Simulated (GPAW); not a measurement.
Crystal: Sn.

```xyz
2
Lattice="0.0000 3.2333 3.2333 3.2333 0.0000 3.2333 3.2333 3.2333 0.0000" Properties=species:S:1:pos:R:3 pbc="T T T"
Sn    4.8500    4.8500    4.8500
Sn    3.2333    3.2333    3.2333
```

This isn't the form of Sn at room conditions, which is tetragonal (white tin).

* Program: GPAW 26.7.0
* Task: relaxation of cell and atoms
* Functional: RPBE
* Dispersion: D4
* Potentials or basis: the program's PAW data sets (release 1.2.1) made for this functional
* Cutoff: 600 eV
* Basis: pw
* k mesh: 7 × 7 × 7
* Occupations: fermi-dirac, width 0.05 eV
* Spin: no spin polarisation

At the start: pressure 1.7 GPa; volume 33.80 Å³/atom.

**Question.** How do energy, volume and symmetry change on relaxing?

**Answer.** Over 3 steps the energy falls by 6.7 meV/atom and the volume is 35.05 Å³/atom (+3.7 %); space group Fd-3m (No. 227, to 0.05 Å).

Step by step:
| step | energy change (eV) | largest force (eV/Å) | pressure (GPa) | volume (Å³) |
| --- | --- | --- | --- | --- |
| 1 | 0.0000 | 0.0000 | 1.68 | 67.61 |
| 2 | -0.0049 | 0.0000 | 1.32 | 68.12 |
| 3 | -0.0134 | 0.0000 | 0.07 | 70.10 |

Final structure:
```yaml
crystal:
  lattice:
    - [0.00000, 3.27265, 3.27265]
    - [3.27265, 0.00000, 3.27265]
    - [3.27265, 3.27265, 0.00000]
  atoms:
    - { symbol: Sn, position: [0.75000, 0.75000, 0.75000] }
    - { symbol: Sn, position: [0.50000, 0.50000, 0.50000] }
```

Caveat: later steps reuse the first step's grids; pairwise dispersion overbinds metals, which lowers pressure and volume.
